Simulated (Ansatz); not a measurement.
As: distorted cells

The calculation used Ansatz 0.2.0, DFT PBEsol, scalar-relativistic, plane waves, PAW.

Plane waves to 420 eV, a k mesh through Γ of 16×16×16 on the computed 1-atom cell and Gaussian smearing (0.10 eV); no spin polarisation.

Reference cell:

```xyz
1
Lattice="2.7037 0.0000 0.0000 0.0000 2.7037 0.0000 0.0000 0.0000 2.7037" Properties=species:S:1:pos:R:3 pbc="T T T"
As    1.3518    1.3518    1.3518
```

Each variant moves atoms of this cell by the vectors given, if any (Å), and then applies a symmetric strain (tensor components, Cartesian axes). The reference cell isn't relaxed at this level. Energies are per atom at zero smearing, counted from the lowest variant. Pressure is positive in compression.

1. strain (xx yy zz yz xz xy, %) 2.40 2.40 2.40 0.00 0.00 0.00
2. strain (xx yy zz yz xz xy, %) 1.88 1.88 1.88 0.00 0.00 0.00
3. strain (xx yy zz yz xz xy, %) 2.54 2.54 2.54 0.00 0.00 0.00
4. strain (xx yy zz yz xz xy, %) 1.85 1.85 1.85 0.00 0.00 0.00

Question: Order the variants by energy, lowest first.

Answer: 4 (0.0 meV/atom), 2 (0.6 meV/atom), 1 (12.8 meV/atom), 3 (16.4 meV/atom). Neighbours within 1 meV/atom are level.

Question: Order them by pressure, highest first.

Answer: 4 (-5.52 GPa), 2 (-5.58 GPa), 1 (-6.52 GPa), 3 (-6.75 GPa).

This simple cubic form isn't the element's structure at ambient conditions.